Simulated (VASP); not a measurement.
NaCl: single point with PBEsol

The system is NaCl.

```xyz
2
Lattice="3.5022 0.0000 0.0000 0.0000 3.5022 0.0000 0.0000 0.0000 3.5022" Properties=species:S:1:pos:R:3 pbc="T T T"
Cl    1.7511    1.7511    1.7511
Na    0.0000    0.0000    0.0000
```

Measurements of this composition are mostly on another form, of space group No. 225.

```json
{
 "Program": "VASP 6.6.1",
 "Task": "single point",
 "Functional": "PBEsol",
 "Potentials or basis": "VASP PAW PBE potentials, release 64 (Cl, Na_pv)",
 "Cutoff": "520 eV",
 "k mesh": "8 × 8 × 8",
 "Occupations": "fermi-dirac, width 0.05 eV",
 "Spin": "no spin polarisation"
}
```

* Pressure: -1.2 GPa
* Band gap on the k mesh: 3.84 eV, indirect (least direct gap 4.34 eV)

Levels at points of the mesh, in eV from the valence-band top:
```tsv
k point	band 5	band 6	band 7	band 8	band 9	band 10
(0.00, 0.00, 0.00)	-0.50	-0.50	-0.50	3.84	8.41	8.41
(0.50, 0.00, 0.00)	-3.00	-0.26	-0.26	6.74	8.49	10.38
(0.50, 0.50, 0.00)	-2.31	-2.31	0.00	5.43	9.73	10.87
(0.50, 0.50, 0.50)	-1.88	-1.88	-1.88	6.97	6.97	6.97
```

Wall time 12 s on 1 thread of Intel(R) Xeon(R) Platinum 8488C (Sapphire Rapids), on a shared host, peak memory 0.16 GiB.

Caveat: the PAW data sets were made with another functional, which shifts forces and pressure a little. PBEsol gaps usually lie below the measured ones, often by a third to a half.
